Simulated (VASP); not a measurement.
The system is Rh.

```xyz
1
Lattice="-1.5110 1.5110 1.5110 1.5110 -1.5110 1.5110 1.5110 1.5110 -1.5110" Properties=species:S:1:pos:R:3 pbc="T T T"
Rh    0.0000    0.0000    0.0000
```

This isn't the form of Rh at room conditions, which is fcc.

| Quantity | Value |
| --- | --- |
| Program | VASP 6.6.1 |
| Task | relaxation of cell and atoms |
| Functional | PBE |
| Potentials or basis | VASP PAW PBE potentials, release 64 (Rh_pv) |
| Cutoff | 600 eV |
| k mesh | 20 × 20 × 20 |
| Occupations | gaussian, width 0.1 eV |
| Spin | no spin polarisation |

At the start: pressure 12.3 GPa; volume 13.80 Å³/atom.

Task: How do energy, volume and symmetry change on relaxing?

Result: Over 17 steps the energy falls by 24.1 meV/atom and the volume is 14.46 Å³/atom (+4.8 %); space group Im-3m (No. 229, to 0.05 Å).

The path:
```
step  energy change (eV)  largest force (eV/Å)  pressure (GPa)  volume (Å³)
   1              0.0000                0.0000           12.35        13.80
   2              0.0773                0.0000          -18.44        16.04
   3             -0.0241                0.0000           -0.36        14.48
   4             -0.0241                0.0000           -0.11        14.46
   5             -0.0241                0.0000            0.13        14.45
   6             -0.0241                0.0000            0.16        14.45
   7             -0.0241                0.0000            0.14        14.45
   8             -0.0241                0.0000            0.15        14.45
   9             -0.0241                0.0000            0.15        14.45
  10             -0.0241                0.0000            0.15        14.45
  11             -0.0241                0.0000            0.15        14.45
  12             -0.0241                0.0000            0.15        14.45
  13             -0.0241                0.0000            0.15        14.45
  14             -0.0241                0.0000            0.13        14.45
  15             -0.0241                0.0000            0.12        14.45
  16             -0.0241                0.0000            0.10        14.45
  17             -0.0241                0.0000            0.05        14.46
```

Final structure:
```xyz
1
Lattice="-1.5346 1.5346 1.5346 1.5346 -1.5346 1.5346 1.5346 1.5346 -1.5346" Properties=species:S:1:pos:R:3 pbc="T T T"
Rh   -1.5346    1.5346    1.5346
```
